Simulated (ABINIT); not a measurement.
Crystal: Ag.

```xyz
1
Lattice="0.0000 2.0427 2.0427 2.0427 0.0000 2.0427 2.0427 2.0427 0.0000" Properties=species:S:1:pos:R:3 pbc="T T T"
Ag    0.0000    0.0000    0.0000
```

Base run:

| Item | Value |
| --- | --- |
| Program | ABINIT 10.8.3 (patched build) |
| Functional | r2SCAN |
| Potentials or basis | PseudoDojo NC SR PBE v0.4.1 standard |
| Cutoff | 1333 eV |
| k mesh | 11 × 11 × 11 |
| Occupations | fermi-dirac, width 0.05 eV |
| Spin | no spin polarisation |

Its results: band gap on the k mesh none (metal or under the smearing width); pressure -0.2 GPa.

Question: The run is repeated on the same cell with these changes: potentials or basis from PseudoDojo NC SR PBE v0.4.1 standard to Ansatz NC r2SCAN; cutoff from 1333 eV to 1469 eV. What comes out?

Answer: Band gap on the k mesh none (metal or under the smearing width); pressure 1.2 GPa.

Caveats: a meta-GGA on potentials with a model core is unreliable (some runs); the potentials were made for another functional, which shifts forces and pressure (some runs).
